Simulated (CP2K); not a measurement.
TaN:

```
CELL_PARAMETERS angstrom
5.18500 0.00000 0.00000
-2.59250 4.49034 0.00000
0.00000 0.00000 2.90800
ATOMIC_POSITIONS crystal
Ta 0.01824 0.87068 0.02646
Ta 0.53686 0.84505 0.55472
Ta 0.63321 0.37848 0.39035
N 0.40205 0.92496 0.89132
N 0.48420 0.50549 0.07476
N 0.92543 0.47533 0.06239
```

The cell isn't the ideal one: all atoms moved at random.

Base run:

```yaml
Program: CP2K 2026.2
Functional: revPBE
Dispersion: D3(BJ)+ATM
Potentials_or_basis: POTENTIAL_UZH Ta GTH-PBE-q13, N GTH-PBE-q5; DZVP-MOLOPT-PBE-GTH basis
Density_cutoff: 6123 eV
k_mesh: 6 × 6 × 9
Occupations: fermi-dirac, width 0.05 eV
Spin: no spin polarisation
```

Its results: band gap on the k mesh none (metal or under the smearing width); pressure 136.1 GPa; largest force 45.764 eV/Å.

Task: After a change of settings the same cell gave: band gap on the k mesh none (metal or under the smearing width); pressure 147.3 GPa; largest force 45.758 eV/Å. Which change was it?
A. dispersion from D3(BJ)+ATM to D3
B. dispersion from D3(BJ)+ATM to D3(BJ)
C. dispersion from D3(BJ)+ATM to none
D. dispersion from D3(BJ)+ATM to D4

Result: C.

Dispersion adds attraction, which lowers the pressure at fixed volume and, as a term added to the energy, leaves the levels alone.

Caveats: a pressure of tens of GPa on the cell as given is suspect, and the run, the potentials or the cell itself is likely at fault; the potentials were made for another functional, which shifts forces and pressure; the basis of atomic orbitals isn't converged, which shifts pressures, moduli and gaps; pairwise dispersion overbinds metals, which lowers pressure and volume (some runs).
